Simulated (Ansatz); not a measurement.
# As (P6/mmm) in Ansatz: reference runs

Aim: a first look at As with PBE, on the cell as given and on a disturbed one, and energy against volume gives the equilibrium volume and stiffness.

Program: Ansatz 0.2.0. These are calculated values, not measurements. Logs are shortened: lines on timing, memory, paths and dates and some standing lists are left out, and cuts for length are marked.

## 1. Starting point

Symmetry: P6/mmm, No. 191, hexagonal system. The conventional cell has a = 4.566 Å, b = 4.566 Å, c = 2.834 Å, α = 90.00°, β = 90.00°, γ = 120.00°. As (site symmetry -6m2) has 5 As at 2.64 to 2.83 Å as nearest neighbours.

The cell was built by a generator and needn't be a form met in nature.

## 2. Single point, PBE

input.yaml

```yaml
crystal:
  lattice:
    - [4.5664, 0.0, 0.0]
    - [-2.2832, 3.95462, 0.0]
    - [0.0, 0.0, 2.83374]
  atoms:
    - { symbol: As, position: [0.33333, 0.66667, 0.0] }
    - { symbol: As, position: [0.66667, 0.33333, 0.0] }
hamiltonian:
  xc: pbe
  pseudopotentials: { kind: paw }
kpoints:
  mp_grid: { grid: [7, 7, 9] }
scf:
  occupations: { method: fermi_dirac, width: 0.05 }
output:
  forces: true
  stress: true
  eigenvalues: true
```

Potentials or basis: Ansatz PAW.

Command:

```console
> ansatz run input.yaml --threads 2 --pin off --max-ram 5632MiB --backend cpu --events-out ev --progress --plain --runs-dir out
```

Output:

```text
Warning: the atoms were moved onto the symmetric positions of the space group found under crystal.symmetry.tolerance 1.0e-5 (fractional; no operation is sought that the atoms, as they stand in a round, miss by more than twice it, and no atom is moved by as much as it), and the run uses the moved positions. Before a round's move an operation carried an atom to 4.57e-5 Å from where it should land, the largest such distance. Atom 0 (counting from 0) moved farthest, by 2.64e-5 Å; the longest move in fractions of the cell, of whichever atom, is 0.47 of the tolerance, in 1 round. To run the atoms as typed, lower crystal.symmetry.tolerance until the operations that they miss are no longer found, or set crystal.symmetry.detect: false (a key that needs symmetry detection or time reversal refuses this as the deck is read). The positions used, in the order of the run's atom list: position: [0.3333333333333333, 0.6666666666666666, 0.0]; position: [0.6666666666666666, 0.3333333333333333, 0.0]; The lattice was moved too: crystal.lattice keeps the space group found at crystal.symmetry.tolerance 1.0e-5 only nearly: the operation that it misses by the most changes a squared length by the fraction 6.99e-7. The run uses the lattice that is a stretch of the typed one, with no rotation, onto the one that keeps every operation to a double's rounding (on a very oblique basis the stretch itself rounds by more); the deck's lattice vector that moved farthest moved by 9.22e-7 Å. To run the lattice as typed, set crystal.symmetry.tolerance under 6.99e-7, the least fraction by which an operation that the lattice misses changes a squared length (the same key also sets how far an atom may lie from its image, so lowering it can lose operations that the atoms keep only within it), or set crystal.symmetry.detect: false, as for the atoms. crystal.lattice made exact, in Å and degrees: [[4.566400921542771, 0.0, 0.0], [-2.2832004607713854, 3.9546192019207105, 0.0], [0.0, 0.0, 2.83374]]. Pasted over the deck's crystal.lattice, beside positions in fractional coordinates, it runs the same cell (given as lengths and angles, that cell in the form's own orientation, a rigid turn of the misfit's size from the one run here, for which a checkpoint.post_process_only pass over this run's state can be refused: where this run relaxes nothing, give such a pass this deck's own crystal.lattice, as typed; behind a relaxation, as crystal.lattice, the state's own cell, identity.cell in its checkpoint.json), and a matrix so pasted ends this notice, except on a very skew basis of the lattice, where the rounding of the pasted numbers themselves can read as a misfit: the cell is then moved again, and that move is told again. The lattice as run is in this notice's lattice.as_run_ang field (Run.prep()["deck_notices"] in Python, the deck_notice line of an events file, deck_notices of ansatz run --dry-run=json, or deck_notices in record.json in the deck's checkpoint.write directory).
Warning: RAYON_NUM_THREADS=2 ignored (pool sized by the plan → 2); use --threads N
Engine: ansatz 0.2.0, x86_64-unknown-linux-gnu
Pseudopotentials: kind: paw
Pseudopotential: As, paw, valence charge 15, recommended cutoff 420 eV (normal), As.paw.azcp
Functional definition: PBE
  parameter kappa = 0.804
  parameter beta = 0.06672455060314922
  exchange = pbe_x(kappa = kappa, mu = beta*pi^2/3)
  correlation = pbe_c(beta = beta)
Crystal: 2 atoms, lattice volume = 51.173 Å³
Basis set: ecut = 420 eV, 975 PW (Γ), exchange–correlation on 64×64×40 points (8 copies of the dense FFT grid, shifted against one another)
Bands: 19, of which v1, the nominal top of the filled ones, is band 15 counted from 1 (14 counted from 0)
Symmetry: 24 space group operations
Space group: P6/mmm (ITA 191), of the structure as read, at distance tolerance 3.7e-5 Å
k-points: 40 of 441
Non-local potential: As, projectors of the file, l = 0: 2, l = 1: 2, l = 2: 3, l = 3: 1
PAW form: soft (Blöchl's): semilocal exchange-correlation on the pseudo side does not see the compensation charge
PAW one-centre angular grid: As, 590 points (default); XC on 64 Gauss nodes
Initial density: superposition of atomic densities (neutral atoms: chi_scale 0, normalization atom), corrected by the library's trained network
Initial wavefunctions: pseudopotential atomic-orbital guess
Functional: x = pbe(κ = 0.804, μ = 0.2195149727645171), c = pbe(β = 0.06672455060314922)
SCF iter   1: F=—  HF=-9711.863604 eV  |F-HF|=—  |Δ(HF+E_count)|=         —  Δρ=2.84e-3  dr2=9.52e-3  ethr=1.77e-3  ⟨swp⟩=5.8  Hψ=3483  notcnv=0
preconditioner: auto → none  [insulator: Δε(μ)=0.187 eV  Ē_g=9.689 eV  σ=0.050 eV  W_gap=0.73  n_scr=8 (ndim 8)  ℏωp=16.4 eV  f_vac=0.121  D(μ)=0.55/eV (n_scr^D=0)  ε∞_Penn≈3.9]
SCF iter   2: F=—  HF=-9711.861370 eV  |F-HF|=—  |Δ(HF+E_count)|=   2.23e-3  Δρ=1.06e-3  dr2=1.12e-3  ethr=3.17e-5  ⟨swp⟩=2.8  Hψ=1529  notcnv=0  defer=3
SCF iter   3: F=—  HF=-9711.861421 eV  |F-HF|=—  |Δ(HF+E_count)|=   5.10e-5  Δρ=2.21e-4  dr2=2.91e-5  ethr=3.73e-6  ⟨swp⟩=2.2  Hψ=1333  notcnv=0  defer=3
SCF iter   4: F=—  HF=-9711.861432 eV  |F-HF|=—  |Δ(HF+E_count)|=   1.08e-5  Δρ=1.15e-4  dr2=4.83e-6  ethr=9.72e-8  ⟨swp⟩=2.0  Hψ=1354  notcnv=0  defer=3
SCF iter   5: F=—  HF=-9711.861442 eV  |F-HF|=—  |Δ(HF+E_count)|=   9.68e-6  Δρ=1.36e-5  dr2=6.09e-8  ethr=1.61e-8  ⟨swp⟩=2.0  Hψ=1362  notcnv=0  defer=3
SCF iter   6: F=-9711.861442 eV  HF=-9711.861442 eV  |F-HF|=7.64e-9  |Δ(HF+E_count)|=   1.54e-7  Δρ=2.77e-6  dr2=2.15e-9  ethr=2.03e-10  ⟨swp⟩=5.2  Hψ=3269  notcnv=0
SCF 1 converged in 6 iterations: F = -9711.861442 eV  dr2 = 2.15e-9
SCF converged after 6 iterations
Free energy (F): -9711.861442 eV
Harris-Foulkes:  -9711.861442 eV  (|F-HF|=7.64e-9)
Internal energy: -9711.856374 eV  (E = F + TS)
E sigma→0 (E₀):  -9711.858908 eV
Entropy (-TS):   -0.005068 eV (-2.534 meV/atom)
Fermi energy:    8.248140 eV
--- Per-component energies (eV) ---
  E_band       = -533.661499
  E_kinetic    = 203.514762
  E_local      = -3855.883300  (includes V_loc(G=0)·N_el)
  E_nonlocal   = -1341.830539
  E_hartree    = 2075.527679
  E_xc         = -157.744343
  E_vxc        = -157.382541  (∫ρ·V_xc dr)
  E_paw        = -3668.594032  (= ΣΔE_a)
  E_vpaw       = 466.861403  (= ΣTr[D̂ρ^β])
  E_aug_tail   = 0.000016  (compensation charges beyond the density's cutoff)
  E_ewald      = -2966.846618
  E_smearing   = -0.005068  (= −TS)
  E_closure    = 0.000000  (closes the sum)
  Σ components = -9711.861442   (vs F -9711.861442, Δ=0.00e0)
--- Forces (eV/Å), atoms counted from 1 ---
  atom   1  As     0.00000000     0.00000000     0.00000000
  atom   2  As     0.00000000    -0.00000000     0.00000000
  max |Σ_I F_I| component: 2.78e-17 eV/Å
--- Stress (GPa, compression-positive) ---
       -1.084923      -0.000000       0.000000
       -0.000000      -1.084923       0.000000
        0.000000       0.000000       1.783348
  P = ⅓ Tr σ = -0.1288 GPa (-1.288 kbar)
--- Band table (eV; the first three rows and the last of 40) ---
  k-point 0: bands = ["-27.8149", "-27.8149", "-27.8021", "-27.7750", "-27.7750", "-27.7606", "-27.7606", "-27.7538", "-27.7367", "-27.7367", "-5.8754", "-0.2721", "4.0889", "4.0889", "8.3869", "8.3869", "11.5589", "12.9634", "15.4470"]
  k-point 1: bands = ["-27.8147", "-27.8147", "-27.7954", "-27.7748", "-27.7748", "-27.7629", "-27.7629", "-27.7467", "-27.7386", "-27.7386", "-5.6815", "-0.0724", "4.2614", "4.2614", "8.5746", "8.5746", "9.6051", "13.1904", "13.9729"]
  k-point 2: bands = ["-27.8142", "-27.8142", "-27.7784", "-27.7744", "-27.7744", "-27.7687", "-27.7687", "-27.7433", "-27.7433", "-27.7290", "-5.1204", "0.5134", "4.7463", "4.7463", "6.6599", "9.1112", "9.1112", "11.3078", "13.8595"]
  k-point 39: bands = ["-27.8399", "-27.8087", "-27.7958", "-27.7826", "-27.7690", "-27.7631", "-27.7493", "-27.7462", "-27.7151", "-27.7081", "-1.9614", "-1.0914", "3.8679", "4.5656", "4.6229", "9.4272", "10.7275", "11.6965", "15.0054"]
```

Wall time 2.1 s (2 threads of Intel Xeon at 2.50GHz (Skylake/Cascade Lake), shared host); peak memory 0.35 GiB.

Results:

| Quantity | Value |
| --- | --- |
| Free energy | -9711.8614 eV |
| Pressure | -0.1 GPa |
| Band gap on the k mesh | none (metal or under the smearing width) |

Levels at points of the mesh, in eV from the Fermi level:
| k point | band 12 | band 13 | band 14 | band 15 | band 16 | band 17 | band 18 | band 19 |
| --- | --- | --- | --- | --- | --- | --- | --- | --- |
| (0.00, 0.00, 0.00) | -8.52 | -4.16 | -4.16 | 0.14 | 0.14 | 3.31 | 4.72 | 7.20 |

[end of part 1 of 2]
